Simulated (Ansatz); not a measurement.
# How the conductance of NiSi2/Si/CoSi2 changes with thickness, part 6 of 8

Wanted: T(E), the conductance and its decay constant for NiSi2/Si/CoSi2. The lower electrode is NiSi2 fluorite(111) turned by 180 degrees (type B), the upper one CoSi2 fluorite(111) turned by 180 degrees (type B); the barrier is Si diamond(111) (whole bilayers). In the first transport cell, after relaxation, the nearest pair of electrode and barrier is Si–Si at 2.37 Å, along the normal, at the lower face and Si–Si at 2.39 Å, along the normal, at the upper one. All share a net of side 3.84 Å, which strains the lower electrode by +0.0 %, the upper one by +1.3 % and the barrier by -0.7 %, against typed lattice constants near PBE's. The first steps treat the bulk electrodes alone.

Ansatz 0.2.0; PBE DFT, plane waves, PAW files (the session's first sound run).

So far, transmission at the Fermi level (a spin, zone mean): step 5 (T(E) of the junction) 0.0759; step 6 (55 atoms, atomic planes in the barrier 4, gap between the …) 0.124. Also channels of the lower lead: step 5 1.16.

### 7. Conductance on a fine mesh, 57 atoms

Level of this step: PBE DFT, plane waves, PAW files; ballistic transmission by layer matching between semi-infinite leads (Ansatz).

System of this step: NiSi2/Si/CoSi2. The cell holds 57 atoms: 40 Si, 8 Ni and 9 Co. Its edges and angles: a = 3.840 Å, b = 3.840 Å, c = 76.580 Å, α = 90.0°, β = 90.0°, γ = 120.0°. Regions: left electrode, 25 atoms (17 Si and 8 Ni); barrier, 6 atoms (6 Si); right electrode, 26 atoms (17 Si and 9 Co). Vacuum lies along c.

Barrier layers are added or taken out in the middle, and the relaxed faces stay.

Input file input.yaml:

```yaml
crystal:
  lattice:
    - [3.84, 0.0, 0.0]
    - [-1.92, 3.3255375505, 0.0]
    - [0.0, 0.0, 76.58001516]
  atoms:
    - { symbol: Si, position: [0.0, 0.0, 0.0914076601] }
    - { symbol: Si, position: [0.33333333, 0.66666667, 0.1118009329] }
    - { symbol: Ni, position: [0.0, 0.0, 0.1222542476] }
    - { symbol: Si, position: [0.66666667, 0.33333333, 0.1327075623] }
    - { symbol: Si, position: [0.0, 0.0, 0.153100835] }
    - { symbol: Ni, position: [0.66666667, 0.33333333, 0.1635541497] }
    - { symbol: Si, position: [0.33333333, 0.66666667, 0.1740074644] }
    - { symbol: Si, position: [0.66666667, 0.33333333, 0.1944007372] }
    - { symbol: Ni, position: [0.33333333, 0.66666667, 0.2048540519] }
    - { symbol: Si, position: [0.0, 0.0, 0.2153073666] }
    - { symbol: Si, position: [0.33333333, 0.66666667, 0.2357006393] }
    - { symbol: Ni, position: [0.0, 0.0, 0.246153954] }
    - { symbol: Si, position: [0.66666667, 0.33333333, 0.2566072687] }
    - { symbol: Si, position: [0.0, 0.0, 0.2770005414] }
    - { symbol: Ni, position: [0.66666667, 0.33333333, 0.2874538562] }
    - { symbol: Si, position: [0.33333333, 0.66666667, 0.2979071709] }
    - { symbol: Si, position: [0.66666667, 0.33333333, 0.3183004436] }
    - { symbol: Ni, position: [0.33333333, 0.66666667, 0.3287537583] }
    - { symbol: Si, position: [0.0, 0.0, 0.339207073] }
    - { symbol: Si, position: [0.33333333, 0.66666667, 0.3596003457] }
    - { symbol: Ni, position: [0.0, 0.0, 0.3700536605] }
    - { symbol: Si, position: [0.66666667, 0.33333333, 0.3805069752] }
    - { symbol: Si, position: [0.0, 0.0, 0.4009002479] }
    - { symbol: Ni, position: [0.66666667, 0.33333333, 0.4113535626] }
    - { symbol: Si, position: [0.33333333, 0.66666667, 0.4230573998] }
    - { symbol: Si, position: [0.33333333, 0.66666667, 0.4540160725] }
    - { symbol: Si, position: [0.66666667, 0.33333333, 0.4644475705] }
    - { symbol: Si, position: [0.66666667, 0.33333333, 0.4954186125] }
    - { symbol: Si, position: [0.0, 0.0, 0.5058650404] }
    - { symbol: Si, position: [0.0, 0.0, 0.5368600794] }
    - { symbol: Si, position: [0.33333333, 0.66666667, 0.5472162753] }
    - { symbol: Si, position: [0.33333333, 0.66666667, 0.5784327567] }
    - { symbol: Co, position: [0.0, 0.0, 0.588350117] }
    - { symbol: Si, position: [0.66666667, 0.33333333, 0.5980952834] }
    - { symbol: Si, position: [0.0, 0.0, 0.6186352285] }
    - { symbol: Co, position: [0.66666667, 0.33333333, 0.6283803949] }
    - { symbol: Si, position: [0.33333333, 0.66666667, 0.6381255612] }
    - { symbol: Si, position: [0.66666667, 0.33333333, 0.6586655063] }
    - { symbol: Co, position: [0.33333333, 0.66666667, 0.6684106727] }
    - { symbol: Si, position: [0.0, 0.0, 0.6781558391] }
    - { symbol: Si, position: [0.33333333, 0.66666667, 0.6986957842] }
    - { symbol: Co, position: [0.0, 0.0, 0.7084409506] }
    - { symbol: Si, position: [0.66666667, 0.33333333, 0.7181861169] }
    - { symbol: Si, position: [0.0, 0.0, 0.738726062] }
    - { symbol: Co, position: [0.66666667, 0.33333333, 0.7484712284] }
    - { symbol: Si, position: [0.33333333, 0.66666667, 0.7582163948] }
    - { symbol: Si, position: [0.66666667, 0.33333333, 0.7787563399] }
    - { symbol: Co, position: [0.33333333, 0.66666667, 0.7885015063] }
    - { symbol: Si, position: [0.0, 0.0, 0.7982466727] }
    - { symbol: Si, position: [0.33333333, 0.66666667, 0.8187866178] }
    - { symbol: Co, position: [0.0, 0.0, 0.8285317841] }
    - { symbol: Si, position: [0.66666667, 0.33333333, 0.8382769505] }
    - { symbol: Si, position: [0.0, 0.0, 0.8588168956] }
    - { symbol: Co, position: [0.66666667, 0.33333333, 0.868562062] }
    - { symbol: Si, position: [0.33333333, 0.66666667, 0.8783072284] }
    - { symbol: Si, position: [0.66666667, 0.33333333, 0.8988471735] }
    - { symbol: Co, position: [0.33333333, 0.66666667, 0.9085923399] }
kpoints:
  mp_grid: { grid: [8, 8, 1] }
scf:
  occupations: { method: fermi_dirac, width: 0.1 }
  max_iter: 150
hamiltonian:
  xc: pbe
output:
  transmission:
    kmesh: [24, 24]
    e_range: [-0.26, 0.27]
    de: 0.0375
    leads: [[10, 13], [43, 46]]
```

Launch:

```bash
> ansatz run input.yaml --threads 8 --pin off --max-ram 24576MiB --backend cpu --events-out ev --progress --plain --runs-dir out
```

Numbers of over 12 decimals in the logs are rounded to 6 here.

The program printed:

```text
[...]
Crystal: 57 atoms, lattice volume = 977.932 Å³
Basis set: ecut = 420 eV, 19059 PW (Γ)
Bands: 286, of which v1, the nominal top of the filled ones, is band 229 counted from 1 (228 counted from 0)
Symmetry: 6 space group operations
[...]
k-points: 10 of 64 (time reversal used)
[...]
SCF iter   1: F=—  HF=-118302.096823 eV  |F-HF|=—  |Δ(HF+E_count)|=         —  Δρ=1.14e-2  dr2=2.74e1  ethr=1.77e-3  ⟨swp⟩=8.9  Hψ=14626  notcnv=0  defer=112
[...]
SCF iter  14: F=-118301.860940 eV  HF=-118301.860940 eV  |F-HF|=3.87e-9  |Δ(HF+E_count)|=   1.43e-8  Δρ=7.48e-7  dr2=5.72e-9  ethr=2.19e-11  ⟨swp⟩=20.5  Hψ=12072  notcnv=0
SCF 1 converged in 14 iterations: F = -118301.860940 eV  dr2 = 5.72e-9
[...]
transmission: 344 of 3416 steps passed
transmission: 688 of 3416 steps passed
[...]
transmission: 3416 of 3416 steps passed
SCF converged after 14 iterations
Free energy (F): -118301.860940 eV
[...]
Internal energy: -118301.200090 eV  (E = F + TS)
E sigma→0 (E₀):  -118301.530515 eV
Entropy (-TS):   -0.660850 eV (-11.594 meV/atom)
Fermi energy:    8.676479 eV
[...]
--- Band table (eV; the first three rows and the last of 10) ---
  k-point 0: bands = [... 225 lower, 9.9424, 9.9424, 10.1128, 10.1128, 10.1177, 10.3317, 10.3360, 10.3360, ... 53 higher]
  k-point 1: bands = [... 225 lower, 9.5384, 9.5868, 9.6188, 9.6854, 9.7838, 9.8037, 9.8341, 10.0389, ... 53 higher]
  k-point 2: bands = [... 225 lower, 8.6998, 8.8103, 8.8702, 8.9141, 8.9511, 9.1498, 9.1520, 9.3494, ... 53 higher]
  k-point 9: bands = [... 225 lower, 7.8789, 7.9996, 8.0896, 8.1217, 8.1869, 8.2019, 8.2350, 8.2606, ... 53 higher]
--- Transmission ---
  basis      : 109 plane waves across, 56 finite elements along
  points     : 61, standing for a mesh of 24 x 24
[...]
filled         : 22.0 meV under the level at which it is neutral
    channels       : 1.060764e0 a spin
[...]
slowest decay  : 0.0352 /Å at (0.2083, 0.1667)
[...]
filled         : 12.3 meV over the level at which it is neutral
    channels       : 1.369792e0 a spin
[...]
slowest decay  : 0.1115 /Å at (0.4167, 0.0833)
  junction   : crystal 0 to crystal 1, 20.43 to 55.79 Å
    transmission   : 6.477057e-2 a spin
[...]
resistance     : 2.3752e-2 Ω µm² beyond half of each lead's own
```

Elapsed: 4.1 min, on 8 threads of Arm Neoverse V2, shared host; peak memory 9.5 GiB.

Numbers from this step:

```
free energy                                         : -118301.8609 eV
Fermi energy                                        : 8.676 eV
transmission at the Fermi level (a spin, zone mean) : 0.06477
potential step in the lower lead                    : 7.2 meV
potential step in the upper lead                    : 5.8 meV
junction conductance                                : 3.97e13 S/m²
error estimates by source, in the log's order       : 0.4, 0.2, 11.3, 6.2, 3.9 %
resistance-area product beyond the leads            : 0.02375 Ω um²
```

One spin. Transmission, zone mean against energy, zero at the Fermi level:

| energy (eV) | transmission, zone mean |
| --- | --- |
| -0.260 | 0.0527 |
| -0.223 | 0.0663 |
| -0.185 | 0.0701 |
| -0.147 | 0.0787 |
| -0.110 | 0.0735 |
| -0.072 | 0.0682 |
| -0.035 | 0.0767 |
| 0.003 | 0.0648 |
| 0.040 | 0.0578 |
| 0.077 | 0.0566 |
| 0.115 | 0.0649 |
| 0.152 | 0.0683 |
| 0.190 | 0.0646 |
| 0.228 | 0.0633 |
| 0.265 | 0.0614 |

One spin. Open channels, zone mean against energy, zero at the Fermi level:

| energy (eV) | lower lead | upper lead |
| --- | --- | --- |
| -0.260 | 0.821 | 1.60 |
| -0.223 | 0.852 | 1.55 |
| -0.185 | 0.894 | 1.47 |
| -0.147 | 0.925 | 1.45 |
| -0.110 | 1.01 | 1.42 |
| -0.072 | 1.03 | 1.37 |
| -0.035 | 1.03 | 1.35 |
| 0.003 | 1.06 | 1.37 |
| 0.040 | 1.06 | 1.26 |
| 0.077 | 1.08 | 1.23 |
| 0.115 | 1.13 | 1.21 |
| 0.152 | 1.15 | 1.20 |
| 0.190 | 1.19 | 1.20 |
| 0.228 | 1.26 | 1.17 |
| 0.265 | 1.28 | 1.12 |

Transmission over k1 and k2. At 0.0025 eV from the Fermi level.

Ten even steps from '_' (0.000) to '@' (0.519):
```
________________________________________________
________________________________________________
________________________________________________
__________......__......________________________
________..::::________::::..____________________
________..::::..--..--..::::..__________________
________..__..====____====..__..________________
____________--==============--__________________
________..__..__====####====__..__..____________
________..__--__==##@@@@@@##==__--__..__________
________..::..====##@@----@@##====..::..________
__________::::======@@--__--@@======::::________
__________..::..====##@@----@@##====..::..______
____________..__--__==##@@@@@@##==__--__..______
______________..__..__====####====__..__..______
____________________--==============--__________
__________________..__..====____====..__..______
____________________..::::..--..--..::::..______
______________________..::::________::::..______
__________________________......__......________
________________________________________________
________________________________________________
________________________________________________
________________________________________________
```
Columns: k1 (b1) from -0.5 to 0.458; rows upwards: k2 (b2) from -0.5 to 0.458.

G = 4.0e13 S/m² (1/G = 0.0252 Ω µm²), 0.53 times the step before of this kind. The largest error estimate is 11 %, from the mesh across the current. In the worse lead the potential repeats within 7.2 meV, which the program lets pass, though it still puts 6.2 % of error on the junction's conductance through them.

### 8. Conductance on a fine mesh, atomic planes in the barrier 8, gap between the electrodes 15.07 Å

System of this step: NiSi2/Si/CoSi2. The cell holds 59 atoms: 42 Si, 8 Ni and 9 Co. Its edges and angles: a = 3.840 Å, b = 3.840 Å, c = 79.754 Å, α = 90.0°, β = 90.0°, γ = 120.0°. Regions: left electrode, 25 atoms (17 Si and 8 Ni); barrier, 8 atoms (8 Si); right electrode, 26 atoms (17 Si and 9 Co). Vacuum lies along c.

Barrier layers are added or taken out in the middle, and the relaxed faces stay.

Input file input.yaml:

```yaml
crystal:
  lattice:
    - [3.84, 0.0, 0.0]
    - [-1.92, 3.3255375505, 0.0]
    - [0.0, 0.0, 79.7536033189]
  atoms:
    - { symbol: Si, position: [0.0, 0.0, 0.087770329] }
    - { symbol: Si, position: [0.33333333, 0.66666667, 0.1073521042] }
    - { symbol: Ni, position: [0.0, 0.0, 0.1173894563] }
    - { symbol: Si, position: [0.66666667, 0.33333333, 0.1274268084] }
    - { symbol: Si, position: [0.0, 0.0, 0.1470085837] }
    - { symbol: Ni, position: [0.66666667, 0.33333333, 0.1570459358] }
    - { symbol: Si, position: [0.33333333, 0.66666667, 0.1670832879] }
    - { symbol: Si, position: [0.66666667, 0.33333333, 0.1866650631] }
    - { symbol: Ni, position: [0.33333333, 0.66666667, 0.1967024153] }
    - { symbol: Si, position: [0.0, 0.0, 0.2067397674] }
    - { symbol: Si, position: [0.33333333, 0.66666667, 0.2263215426] }
    - { symbol: Ni, position: [0.0, 0.0, 0.2363588947] }
    - { symbol: Si, position: [0.66666667, 0.33333333, 0.2463962468] }
    - { symbol: Si, position: [0.0, 0.0, 0.2659780221] }
    - { symbol: Ni, position: [0.66666667, 0.33333333, 0.2760153742] }
    - { symbol: Si, position: [0.33333333, 0.66666667, 0.2860527263] }
    - { symbol: Si, position: [0.66666667, 0.33333333, 0.3056345015] }
    - { symbol: Ni, position: [0.33333333, 0.66666667, 0.3156718537] }
    - { symbol: Si, position: [0.0, 0.0, 0.3257092058] }
    - { symbol: Si, position: [0.33333333, 0.66666667, 0.345290981] }
    - { symbol: Ni, position: [0.0, 0.0, 0.3553283331] }
    - { symbol: Si, position: [0.66666667, 0.33333333, 0.3653656852] }
    - { symbol: Si, position: [0.0, 0.0, 0.3849474605] }
    - { symbol: Ni, position: [0.66666667, 0.33333333, 0.3949848126] }
    - { symbol: Si, position: [0.33333333, 0.66666667, 0.4062229259] }
    - { symbol: Si, position: [0.33333333, 0.66666667, 0.4359496784] }
    - { symbol: Si, position: [0.66666667, 0.33333333, 0.4459660819] }
    - { symbol: Si, position: [0.66666667, 0.33333333, 0.4757047115] }
    - { symbol: Si, position: [0.0, 0.0, 0.4857354508] }
    - { symbol: Si, position: [0.0, 0.0, 0.5154971225] }
    - { symbol: Si, position: [0.33333333, 0.66666667, 0.5255278617] }
    - { symbol: Si, position: [0.33333333, 0.66666667, 0.5552895334] }
    - { symbol: Si, position: [0.66666667, 0.33333333, 0.5652336313] }
    - { symbol: Si, position: [0.66666667, 0.33333333, 0.5952079337] }
    - { symbol: Co, position: [0.33333333, 0.66666667, 0.6047306583] }
    - { symbol: Si, position: [0.0, 0.0, 0.614088041] }
    - { symbol: Si, position: [0.33333333, 0.66666667, 0.6338106522] }
    - { symbol: Co, position: [0.0, 0.0, 0.6431680349] }
    - { symbol: Si, position: [0.66666667, 0.33333333, 0.6525254176] }
    - { symbol: Si, position: [0.0, 0.0, 0.6722480288] }
    - { symbol: Co, position: [0.66666667, 0.33333333, 0.6816054115] }
    - { symbol: Si, position: [0.33333333, 0.66666667, 0.6909627942] }
    - { symbol: Si, position: [0.66666667, 0.33333333, 0.7106854054] }
    - { symbol: Co, position: [0.33333333, 0.66666667, 0.7200427881] }
    - { symbol: Si, position: [0.0, 0.0, 0.7294001708] }
    - { symbol: Si, position: [0.33333333, 0.66666667, 0.749122782] }
    - { symbol: Co, position: [0.0, 0.0, 0.7584801647] }
    - { symbol: Si, position: [0.66666667, 0.33333333, 0.7678375474] }
    - { symbol: Si, position: [0.0, 0.0, 0.7875601585] }
    - { symbol: Co, position: [0.66666667, 0.33333333, 0.7969175413] }
    - { symbol: Si, position: [0.33333333, 0.66666667, 0.806274924] }
    - { symbol: Si, position: [0.66666667, 0.33333333, 0.8259975351] }
    - { symbol: Co, position: [0.33333333, 0.66666667, 0.8353549178] }
    - { symbol: Si, position: [0.0, 0.0, 0.8447123006] }
    - { symbol: Si, position: [0.33333333, 0.66666667, 0.8644349117] }
    - { symbol: Co, position: [0.0, 0.0, 0.8737922944] }
    - { symbol: Si, position: [0.66666667, 0.33333333, 0.8831496771] }
    - { symbol: Si, position: [0.0, 0.0, 0.9028722883] }
    - { symbol: Co, position: [0.66666667, 0.33333333, 0.912229671] }
kpoints:
  mp_grid: { grid: [8, 8, 1] }
scf:
  occupations: { method: fermi_dirac, width: 0.1 }
  max_iter: 150
hamiltonian:
  xc: pbe
output:
  transmission:
    kmesh: [24, 24]
    e_range: [-0.26, 0.27]
    de: 0.0375
    leads: [[10, 13], [45, 48]]
```

The program printed:

```text
[...]
Crystal: 59 atoms, lattice volume = 1018.459 Å³
Basis set: ecut = 420 eV, 19863 PW (Γ)
Bands: 292, of which v1, the nominal top of the filled ones, is band 233 counted from 1 (232 counted from 0)
Symmetry: 6 space group operations
[...]
k-points: 10 of 64 (time reversal used)
[...]
channels       : 1.060764e0 a spin
[...]
slowest decay  : 0.0350 /Å at (0.2083, 0.1667)
[...]
filled         : 12.3 meV over the level at which it is neutral
    channels       : 1.369792e0 a spin
[...]
slowest decay  : 0.1116 /Å at (0.4167, 0.0833)
  junction   : crystal 0 to crystal 1, 20.43 to 58.96 Å
    transmission   : 3.504702e-2 a spin
[...]
resistance     : 4.8516e-2 Ω µm² beyond half of each lead's own
[key lines of the parts left out:]
SCF converged after 14 iterations
Free energy (F): -119573.480497 eV
Fermi energy:    8.576745 eV
```

It took 4.4 min on 8 threads; peak memory 10 GiB.

One spin. Transmission, zone mean against energy, zero at the Fermi level:

| energy (eV) | transmission, zone mean |
| --- | --- |
| -0.260 | 0.0257 |
| -0.223 | 0.0349 |
| -0.185 | 0.0271 |
| -0.147 | 0.0298 |
| -0.110 | 0.0319 |
| -0.072 | 0.0313 |
| -0.035 | 0.0379 |
| 0.003 | 0.0350 |
| 0.040 | 0.0282 |
| 0.077 | 0.0259 |
| 0.115 | 0.0276 |
| 0.152 | 0.0279 |
| 0.190 | 0.0264 |
| 0.228 | 0.0262 |
| 0.265 | 0.0260 |

G = 2.0e13 S/m² (1/G = 0.0499 Ω µm²), 0.50 times the step before of this kind. The largest error estimate is 16 %, from the mesh across the current. In the worse lead the potential repeats within 7.2 meV, which the program lets pass, though it still puts 8.4 % of error on the junction's conductance through them.

(Continued in part 7 of 8.)

[Logs are printed without paths, hosts, clocks, repeated set-up lines and the standing remarks that a program may print on its own settings, such as how far it seeks lower states.]

[Hosts, paths, dates, database ids (printed as entryN), source tags and the programs' standing remarks are cut or masked in the printed files.]
